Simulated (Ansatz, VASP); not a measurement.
One calculation of AlN, two programs

```
Al N
1.0
     3.11000    0.00000    0.00000
     0.00000    4.98000    0.00000
     0.00000    0.00000    5.39602
Al N
4 4
Direct
  0.00000 0.99896 0.99994
  0.50000 0.49896 0.16673
  0.50000 0.99896 0.49994
  0.00000 0.49896 0.66673
  0.00000 0.38104 0.99984
  0.50000 0.88104 0.16682
  0.50000 0.38104 0.49984
  0.00000 0.88104 0.66682
```

Alike in both runs: task single point; functional r2SCAN; k mesh 6 × 4 × 4; no spin polarisation.

|  | VASP | Ansatz |
| --- | --- | --- |
| version | VASP 6.6.1 | Ansatz 0.2.0 |
| potentials or method | VASP PAW PBE potentials, release 64 (Al, N) | scalar-relativistic, plane waves, PAW |
| plane-wave cutoff (eV) | 520 | 500 |
| occupations | gaussian, width 0.01 eV | fixed |
| valence electrons in the cell | 32 | 32 |

Ansatz gave:

| Item | Value |
| --- | --- |
| gap on the k mesh at the Fermi level (eV) | 4.83 |
| least direct gap on the mesh (eV) | 4.83 |

Estimate VASP's values.

gap on the k mesh at the Fermi level (eV): 4.87; least direct gap on the mesh (eV): 4.87.

Caveats: the PAW data sets were made with another functional, which shifts forces and pressure a little (VASP). r2SCAN opens gaps a little over a GGA but as a rule still falls short of measured ones.
